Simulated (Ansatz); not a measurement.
## Computed properties of AgCl

```
Ag Cl
1.0
     1.87091   -5.55660    0.00000
     1.87091    5.55660    0.00000
     0.00000    0.00000    3.92404
Ag Cl
2 2
Direct
  0.39656 0.60344 0.75000
  0.60344 0.39656 0.25000
  0.86545 0.13455 0.25000
  0.13455 0.86545 0.75000
```

Atom numbers follow the list: Ag1, Ag2, Cl3, Cl4.

The conventional cell has a = 3.742 Å, b = 11.113 Å, c = 3.924 Å, α = 90.00°, β = 90.00°, γ = 90.00°. Around Ag (atom 1) lie 5 Cl at 2.73 to 2.91 Å and 2 Ag at 3.02 Å. Cl (atom 3) has 5 Ag at 2.73 to 2.91 Å as nearest neighbours.

The cell is the one relaxed in the Materials Project (mp-570858), not relaxed further here; entries there can be hypothetical.

Levels of theory: DFT, PBE, all-electron LAPW, scalar-relativistic (Ansatz 0.2.0); DFT, PBE, PAW with Ansatz's default frozen-core files, scalar-relativistic (Ansatz 0.2.0); DFT, PBE, all-electron PAW with datasets made for the crystal, scalar-relativistic (Ansatz 0.2.0).

For LAPW: a Γ-centred 9×9×8 k mesh, Fermi–Dirac smearing of 0.03 eV, basis error target 1 meV/atom, no spin polarisation. PAW takes a cutoff of 420 eV at this cell. The crystal-made all-electron datasets (AE datasets) take a cutoff of 260 eV at this cell. The Ansatz runs share mesh, smearing and spin set-up. Values come from LAPW unless marked.

Spin–orbit coupling is left out, which moves gradients at and beside heavy atoms by some per cent and at worst by a factor of two.

```
Largest force   : 0.014 eV/Å on Ag1
Volume per atom : 137.6 bohr³
```

Task: Löwdin charges (with 0.17 e of the cell spilling out of the atomic basis, so their sizes and signs hang on that basis): what does the calculation give?

Result: Ag1 0.57, Cl3 -0.48 e.

Task: Give the computed value. Bader charges (from the PAW run).

Result: Ag1 +0.55, Cl3 -0.55 e.

Task: Band gap: what does the calculation give?

Result: 0.46 eV, indirect from the line Σ0 (0.278, 0.278, 0)–Γ to Γ.

Task: Give the computed value. Stress xx, yy, zz (compression positive).

Result: 1.67, 1.77, 1.66 GPa.

Task: Give the computed value. Smallest direct gap on the path.

Result: 1.96 eV.

Task: Give the computed value. Field gradients Vzz (crystal-made datasets).

Result: Ag1 4.90 (η = 0.01), Cl3 -5.50 (η = 0.27) in 10²¹ V/m².

Task: Pressure at this cell: what does the calculation give?

Result: 1.70 GPa.
